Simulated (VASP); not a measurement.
Sb2Se3, 5 atoms in the cell. Symmetry: P-3m1, No. 164, trigonal system. Conventional cell: a = 4.104 Å, b = 4.104 Å, c = 9.152 Å, α = 90.00°, β = 90.00°, γ = 120.00°. Sb (site symmetry 3m) is surrounded by 6 Se at 2.78 to 2.93 Å. Se (site symmetry 3m) is surrounded by 3 Sb at 2.78 Å. Se (site symmetry -3m) is surrounded by 6 Sb at 2.93 Å. The cell was built by a generator and needn't be a form met in nature.

| Property | Result |
| --- | --- |
| Program | VASP 6.6.1 |
| Task | relaxation of cell and atoms |
| Functional | PBE |
| Potentials or basis | VASP PAW PBE potentials, release 64 (Sb, Se) |
| Cutoff | 520 eV |
| k mesh | 8 × 8 × 4 |
| Occupations | gaussian, width 0.1 eV |
| Spin | no spin polarisation |
| Further INCAR settings | ALGO = Normal; EDIFF = 1e-06; IBRION = 2; EDIFFG = -0.01; NSW = 90; ISIF = 3 |

Potentials or basis: VASP PAW PBE potentials, release 64 (Sb, Se).

Run with:

```console
$ cat potpaw_PBE.64/Sb/POTCAR potpaw_PBE.64/Se/POTCAR > POTCAR
$ mpirun -np 4 vasp_std > vasp.out
```

Hardware: 4 MPI ranks on Intel(R) Xeon(R) Platinum 8559C (Emerald Rapids), on a shared host.

Task: Estimate the wall time of this run.

Result: Wall time 5.5 min on 4 MPI ranks on Intel(R) Xeon(R) Platinum 8559C (Emerald Rapids) (shared host), peak memory 0.31 GiB a rank. Counts: scf iterations 237, k points 35, ion steps 35.
